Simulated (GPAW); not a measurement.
Runs of GPAW 26.7.0 on AlNi. It takes space group Pm-3m (No. 221, cubic). The conventional cell has a = 2.881 Å, b = 2.881 Å, c = 2.881 Å, α = 90.00°, β = 90.00°, γ = 90.00°. Ni (site symmetry m-3m) has 8 Al at 2.50 Å as nearest neighbours. Al (site symmetry m-3m) is surrounded by 8 Ni at 2.50 Å. 

```tsv
task	level	potentials or basis	cutoff (eV)	maxiter	other keys	V0 of scaled cells (Å³/atom)	B0 (GPa)
equation of state	LDA	PAW data sets generated in the run's folder for this functional, pw	600	150	-	11.42	187
equation of state	PW91+D4	PAW data sets generated in the run's folder for this functional, pw	600	150	-	(b)	(a)
equation of state	PBEsol+D3	PAW data sets generated in the run's folder for this functional, pw	600	150	-	11.49	181
equation of state	optPBE-vdW	GPAW PAW data sets (gpaw-data 1.2.1), pw	600	150	-	12.54	(c)
```

Alike in all rows: spin collinear, ferromagnetic start; cell as given; k mesh 7 × 7 × 7; smearing fermi-dirac 0.05 eV.

**Question.** Fill in the values left out.

**Answer.** (a) 172; (b) 11.82; (c) 147.

Caveats: the PAW data sets were made with another functional, which shifts forces and pressure a little (some runs).
